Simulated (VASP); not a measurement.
# Pt (Im-3m) in VASP: a series of runs

The runs below take Pt through single point, with LDA.

Program: VASP 6.6.1. These are calculated values, not measurements. Logs are shortened: lines on timing, memory, paths and dates and some standing lists are left out, and cuts for length are marked.

**1. The structure**

Symmetry: Im-3m, No. 229, cubic system. The conventional cell has a = 3.168 Å, b = 3.168 Å, c = 3.168 Å, α = 90.00°, β = 90.00°, γ = 90.00°. Around Pt (site symmetry m-3m) lie 8 Pt at 2.74 Å.

This isn't the form of Pt at room conditions, which is fcc.

**2. Single point, LDA**

INCAR

```
PREC = Accurate
ENCUT = 520
EDIFF = 1E-4
ISMEAR = 1
SIGMA = 0.15
LREAL = False
LASPH = True
NELM = 100
ALGO = Normal
ISIF = 2
LWAVE = False
LCHARG = False
GGA = CA
ADDGRID = False
```

KPOINTS

```
Automatic mesh
0
Gamma
  15 15 15
```

POSCAR

```
Pt
1.0
   -1.5842200000      1.5842200000      1.5842200000
    1.5842200000     -1.5842200000      1.5842200000
    1.5842200000      1.5842200000     -1.5842200000
Pt
1
Direct
    0.0000000000      0.0000000000      0.0000000000
```

Potentials or basis: VASP PAW LDA potentials, release 64 (Pt).

Started as:

```
$ cat potpaw_LDA.64/Pt/POTCAR > POTCAR
$ mpirun -np 1 vasp_std > vasp.out
```

OUTCAR:

```text
PREC = Accurate
   ENCUT = 520
   EDIFF = 1E-4
   ISMEAR = 1
   LREAL = False
   LASPH = True
   NELM = 100
   ISIF = 2
   GGA = CA

 Found    120 irreducible k-points:

 Following reciprocal coordinates:
            Coordinates               Weight
  0.000000  0.000000  0.000000      1.000000
  0.066667  0.000000  0.000000     12.000000
  0.133333  0.000000  0.000000     12.000000
  0.200000  0.000000  0.000000     12.000000
  0.266667  0.000000  0.000000     12.000000
  0.333333  0.000000  0.000000     12.000000
   k-points           NKPTS =    120   k-points in BZ     NKDIM =    120   number of bands    NBANDS=      9
   number of dos      NEDOS =    301   number of ions     NIONS =      1
   total plane-waves  NPLWV =   8000
   dimension x,y,z NGX =    20 NGY =   20 NGZ =   20
   dimension x,y,z NGXF=    40 NGYF=   40 NGZF=   40
   ions per type =               1
   NGX,Y,Z   is equivalent  to a cutoff of  12.12, 12.12, 12.12 a.u.
   NGXF,Y,Z  is equivalent  to a cutoff of  24.23, 24.23, 24.23 a.u.
 SYSTEM =  unknown system
   PREC   = accura    normal or accurate (medium, high low for compatibility)
   ISTART =      0    job   : 0-new  1-cont  2-samecut
   ICHARG =      2    charge: 1-file 2-atom 10-const
   ISPIN  =      1    spin polarized calculation?
   LNONCOLLINEAR =      F non collinear calculations
   LSORBIT =      F    spin-orbit coupling
   LASPH  =      T    aspherical Exc in radial PAW
   ENCUT  =  520.0 eV  38.22 Ry    6.18 a.u.   5.10  5.10  5.10*2*pi/ulx,y,z
   NELM   =    100;   NELMIN=  2; NELMDL= -5     # of ELM steps
   EDIFF  = 0.1E-03   stopping-criterion for ELM
   LREAL  =      F    real-space projection
   EDIFFG = 0.1E-02   stopping-criterion for IOM
   NSW    =      0    number of steps for IOM
   IBRION =     -1    ionic relax: 0-MD 1-quasi-New 2-CG
   NFREE  =      0    steps in history (QN), initial steepest desc. (CG)
   ISIF   =      2    stress and relaxation
   ISYM   =      2    0-nonsym 1-usesym 2-fastsym
   POTIM  = 0.5000    time-step for ionic-motion
   TEBEG  =    0.0;   TEEND  =   0.0 temperature during run
   PSTRESS=    0.0 pullay stress
   NELECT =      10.0000    total number of electrons
   NUPDOWN=      -1.0000    fix difference up-down
   EMIN   =  10.00;   EMAX   =-10.00  energy-range for DOS
   EFERMI =   0.00;   METHOD = LEGACY
   ISMEAR =     1;   SIGMA  =   0.15  broadening in eV -4-tet -1-fermi 0-gaus
   EFERMI_NEDOS =   21; number of points for ismear=-14 and -15
   IALGO  =     38    algorithm
   IMIX   =      4    mixing-type and parameters
     AMIX     =   0.40;   BMIX     =  1.00
     AMIX_MAG =   1.60;   BMIX_MAG =  1.00
  volume/ion in A,a.u.               =      15.90       107.33
  Fermi-wavevector in a.u.,A,eV,Ry     =   1.402510  2.650360 26.763132  1.967035
  Thomas-Fermi vector in A             =   2.525265
   LORBIT       =      0    0 simple, 1 ext, 2 COOP (PROOUT), +10 PAW based schemes
   GGA     = CA    functional components
   LHFCALC =     F    Hartree Fock is set to
   AEXX    =    0.0000 exact exchange contribution
   IVDW    =     0    specifies the selected vdW correction
   LEPSILON=     F    determine dielectric tensor
   LRPA    =     F    only Hartree local field effects (RPA)
 non-spin polarized calculation
 Methfessel and Paxton  Order N= 1 SIGMA  =   0.15
  energy-cutoff  :      520.00
  volume of cell :       15.90
 maximum number of plane-waves:       442
   NGX = 11   NGY = 11   NGZ = 11

 number of electron      10.0000000 magnetization

 Free energy of the ion-electron system (eV)
  ---------------------------------------------------
  ext. energy  EPLUGINS =         0.00000000
  ---------------------------------------------------
  free energy    TOTEN  =        -7.35001337 eV

  energy without entropy =       -7.34979183  energy(sigma->0) =       -7.34993952

 E-fermi :   9.9672     XC(G=0): -13.3763

 val. band max:        9.9565943552   @ k =   0.4667   0.0667  -0.0000
 cond. band min:       9.9746033652   @ k =  -0.4000   0.4000   0.4000
 fundamental gap:      0.0180090099
 Fermi energy:         9.9671531840

 k-point     1 :       0.0000    0.0000    0.0000
  band No.  band energies     occupation
      1       0.4796      2.00000
      2       6.4591      2.00000
      3       6.4591      2.00000
      4       6.4591      2.00000
      5       8.9767      2.00000
      6       8.9767      2.00000
      7      27.0067      0.00000
      8      27.0067      0.00000
      9      27.0067      0.00000

 k-point     2 :       0.0667    0.0000    0.0000
  band No.  band energies     occupation
      1       0.6595      2.00000
      2       6.3890      2.00000
      3       6.4594      2.00000
      4       6.6028      2.00000
      5       8.8860      2.00000
      6       8.9814      2.00000
      7      27.0900      0.00000
      8      27.1492      0.00000
      9      27.2710      0.00000

 k-point     3 :       0.1333    0.0000    0.0000
  band No.  band energies     occupation
      1       1.1771      2.00000
      2       6.1964      2.00000
      3       6.4476      2.00000
      4       7.0244      2.00000
      5       8.6893      2.00000
      6       8.9988      2.00000
      7      27.1559      0.00000
      8      27.2188      0.00000
      9      28.0372      0.00000

 k-point     4 :       0.2000    0.0000    0.0000
  band No.  band energies     occupation
      1       1.9482      2.00000
      2       5.9260      2.00000
      3       6.4324      2.00000
      4       7.6934      2.00000
      5       8.5476      2.00000
      6       9.0355      2.00000
      7      26.1090      0.00000
      8      26.7036      0.00000
      9      29.2297      0.00000

 k-point     5 :       0.2667    0.0000    0.0000
  band No.  band energies     occupation
      1       2.7632      2.00000
      2       5.6327      2.00000
      3       6.5887      2.00000
      4       8.5510      2.00000
      5       8.5583      2.00000
      6       9.0949      2.00000
      7      23.6926      0.00000
      8      25.6665      0.00000
      9      30.7311      0.00000

 k-point     6 :       0.3333    0.0000    0.0000
  band No.  band energies     occupation
      1       3.2815      2.00000
      2       5.3675      2.00000
      3       7.2720      2.00000
      4       8.6993      2.00000
      5       9.1702      2.00000
      6       9.4944      2.00008
      7      20.9244      0.00000
      8      24.5524      0.00000
      9      28.5300      0.00000

 [... further k-points ...]

------------------------ aborting loop because EDIFF is reached ----------------------------------------

  FORCE on cell =-STRESS in cart. coord.  units (eV):
  Direction    XX          YY          ZZ          XY          YZ          ZX
  --------------------------------------------------------------------------------------
  -------------------------------------------------------------------------------------
  Total       -1.5469475     -1.5469475     -1.5469475     -0.0000000     -0.0000000      0.0000000
  in kB     -155.8402670   -155.8402670   -155.8402670     -0.0000000     -0.0000000      0.0000000
  external PRESSURE =    -155.8402670 kB  Pullay stress =       0.0000000 kB

 VOLUME and BASIS-vectors are now :
 -----------------------------------------------------------------------------
  energy-cutoff  :      520.00
  volume of cell :       15.90
      direct lattice vectors                 reciprocal lattice vectors
    -1.584220000  1.584220000  1.584220000     0.000000000  0.315612731  0.315612731
     1.584220000 -1.584220000  1.584220000     0.315612731  0.000000000  0.315612731
     1.584220000  1.584220000 -1.584220000     0.315612731  0.315612731  0.000000000

 POSITION                                       TOTAL-FORCE (eV/Angst)
 -----------------------------------------------------------------------------------
      0.00000      0.00000      0.00000        -0.000000      0.000000      0.000000
 -----------------------------------------------------------------------------------
    total drift:                                0.000000      0.000000      0.000000

  FREE ENERGIE OF THE ION-ELECTRON SYSTEM (eV)
  ---------------------------------------------------
  free  energy   TOTEN  =        -7.3500133725 eV

  energy  without entropy=       -7.3497918293  energy(sigma->0) =       -7.34993952
```

OSZICAR:

```text
N       E                     dE             d eps       ncg     rms          rms(c)
DAV:   1     0.347293649083E+02    0.34729E+02   -0.55093E+03  2288   0.103E+03
DAV:   2    -0.731879768200E+01   -0.42048E+02   -0.40135E+02  2288   0.184E+02
DAV:   3    -0.777800959208E+01   -0.45921E+00   -0.45786E+00  2456   0.191E+01
DAV:   4    -0.777952739893E+01   -0.15178E-02   -0.15178E-02  2355   0.121E+00
DAV:   5    -0.777953933068E+01   -0.11932E-04   -0.11932E-04  2352   0.104E-01    0.110E+01
DAV:   6    -0.738876414770E+01    0.39078E+00   -0.11253E+00  2177   0.917E+00    0.558E+00
DAV:   7    -0.735415448987E+01    0.34610E-01   -0.13065E-01  2256   0.298E+00    0.240E+00
DAV:   8    -0.735037490026E+01    0.37796E-02   -0.79235E-03  2223   0.943E-01    0.585E-01
DAV:   9    -0.735001047076E+01    0.36443E-03   -0.86788E-04  2204   0.289E-01    0.133E-02
DAV:  10    -0.735001337248E+01   -0.29017E-05   -0.36785E-06  1097   0.186E-02
   1 F= -.73500134E+01 E0= -.73499395E+01  d E =-.221543E-03
```

stdout:

```text
POSCAR found type information on POSCAR Pt
 POSCAR found :  1 types and       1 ions
 scaLAPACK will be used
 LDA part: xc-table for (Slater(with rela. corr.)+CA(PZ))
 , standard interpolation
 POSCAR, INCAR and KPOINTS ok, starting setup
 FFT: planning ... GRIDC
 FFT: planning ... GRID_SOFT
 FFT: planning ... GRID
 WAVECAR not read
 entering main loop
```

Run time: 8.8 s. Hardware: 1 thread of Intel Xeon Platinum 8488C (Sapphire Rapids), shared host; peak memory 0.13 GiB.

These settings aren't checked as converged: the numbers below hold their error.

Results:

- Free energy: -7.3500 eV
- Pressure: -15.6 GPa
- Band gap on the k mesh: none (metal or under the smearing width)

**3. Single point, LDA**

INCAR: that of step 2 with these lines changed.

```diff
@@ -2,5 +2,5 @@
 ENCUT = 520
-EDIFF = 1E-4
+EDIFF = 1E-6
 ISMEAR = 1
-SIGMA = 0.15
+SIGMA = 0.1
 LREAL = False
```

KPOINTS is that of step 2.

POSCAR is that of step 2.

Potentials or basis: VASP PAW LDA potentials, release 64 (Pt).

Started as:

```
$ cat potpaw_LDA.64/Pt/POTCAR > POTCAR
$ mpirun -np 1 vasp_std > vasp.out
```

OUTCAR:

```text
PREC = Accurate
   ENCUT = 520
   EDIFF = 1E-6
   ISMEAR = 1
   LREAL = False
   LASPH = True
   NELM = 100
   ISIF = 2
   GGA = CA

 Found    120 irreducible k-points:

 Following reciprocal coordinates:
            Coordinates               Weight
  0.000000  0.000000  0.000000      1.000000
  0.066667  0.000000  0.000000     12.000000
  0.133333  0.000000  0.000000     12.000000
  0.200000  0.000000  0.000000     12.000000
  0.266667  0.000000  0.000000     12.000000
  0.333333  0.000000  0.000000     12.000000
[... 148 lines left out ...]
------------------------ aborting loop because EDIFF is reached ----------------------------------------

  FORCE on cell =-STRESS in cart. coord.  units (eV):
  Direction    XX          YY          ZZ          XY          YZ          ZX
  --------------------------------------------------------------------------------------
  -------------------------------------------------------------------------------------
  Total       -1.5457744     -1.5457744     -1.5457744      0.0000000      0.0000000      0.0000000
  in kB     -155.7220897   -155.7220897   -155.7220897      0.0000000      0.0000000      0.0000000
  external PRESSURE =    -155.7220897 kB  Pullay stress =       0.0000000 kB

 VOLUME and BASIS-vectors are now :
 -----------------------------------------------------------------------------
  energy-cutoff  :      520.00
  volume of cell :       15.90
      direct lattice vectors                 reciprocal lattice vectors
    -1.584220000  1.584220000  1.584220000     0.000000000  0.315612731  0.315612731
     1.584220000 -1.584220000  1.584220000     0.315612731  0.000000000  0.315612731
     1.584220000  1.584220000 -1.584220000     0.315612731  0.315612731  0.000000000

 POSITION                                       TOTAL-FORCE (eV/Angst)
 -----------------------------------------------------------------------------------
      0.00000      0.00000      0.00000         0.000000      0.000000     -0.000000
 -----------------------------------------------------------------------------------
    total drift:                                0.000000     -0.000000      0.000000

  FREE ENERGIE OF THE ION-ELECTRON SYSTEM (eV)
  ---------------------------------------------------
  free  energy   TOTEN  =        -7.3498112041 eV

  energy  without entropy=       -7.3493525121  energy(sigma->0) =       -7.34965831
```

stdout:

```text
POSCAR found type information on POSCAR Pt
 POSCAR found :  1 types and       1 ions
 scaLAPACK will be used
 LDA part: xc-table for (Slater(with rela. corr.)+CA(PZ))
 , standard interpolation
 POSCAR, INCAR and KPOINTS ok, starting setup
 FFT: planning ... GRIDC
 FFT: planning ... GRID_SOFT
 FFT: planning ... GRID
 WAVECAR not read
 entering main loop
```

Wall time 9.4 s (1 thread of Intel Xeon Platinum 8488C (Sapphire Rapids), shared host); peak memory 0.12 GiB.

The run converged, but some of its settings lie outside the range that counts as converged, so its numbers aren't taken as properties of the crystal.

Results:

- Free energy: -7.3498 eV
- Pressure: -15.6 GPa
- Band gap on the k mesh: none (metal or under the smearing width)

**4. Single point, LDA**

INCAR: that of step 3 with these lines changed.

```diff
@@ -1,6 +1,6 @@
 PREC = Accurate
-ENCUT = 520
+ENCUT = 650
 EDIFF = 1E-6
 ISMEAR = 1
-SIGMA = 0.1
+SIGMA = 0.15
 LREAL = False
```

KPOINTS is that of step 3.

POSCAR is that of step 3.

Started as:

```
$ cat potpaw_LDA.64/Pt/POTCAR > POTCAR
$ mpirun -np 1 vasp_std > vasp.out
```

It took 9.4 s on 1 thread of Intel Xeon Platinum 8488C (Sapphire Rapids), shared host; peak memory 0.15 GiB.

These settings aren't checked as converged: the numbers below hold their error.

Results:

| Item | Value |
| --- | --- |
| Free energy | -7.3501 eV |
| Pressure | -15.5 GPa |
| Band gap on the k mesh | none (metal or under the smearing width) |

**5. Single point, LDA**

INCAR: that of step 4 with these lines changed.

```diff
@@ -4,3 +4,3 @@
 ISMEAR = 1
-SIGMA = 0.15
+SIGMA = 0.1
 LREAL = False
```

KPOINTS is that of step 4.

POSCAR is that of step 4.

Started as:

```
$ cat potpaw_LDA.64/Pt/POTCAR > POTCAR
$ mpirun -np 1 vasp_std > vasp.out
```

It took 11 s on 1 thread of Intel Xeon Platinum 8488C (Sapphire Rapids), shared host; peak memory 0.15 GiB.

These settings aren't checked as converged: the numbers below hold their error.

What came out:

* Free energy: -7.3499 eV
* Pressure: -15.4 GPa
* Band gap on the k mesh: none (metal or under the smearing width)

**6. The reference run**

An earlier run on the cell as given: functional PBEsol; potentials or basis VASP PAW PBE potentials, release 64 (Pt); cutoff 520 eV; k mesh 12 × 12 × 12; occupations fermi-dirac, width 0.05 eV; no spin polarisation.

- Pressure: -11.6 GPa
- Band gap on the k mesh: none (metal or under the smearing width)
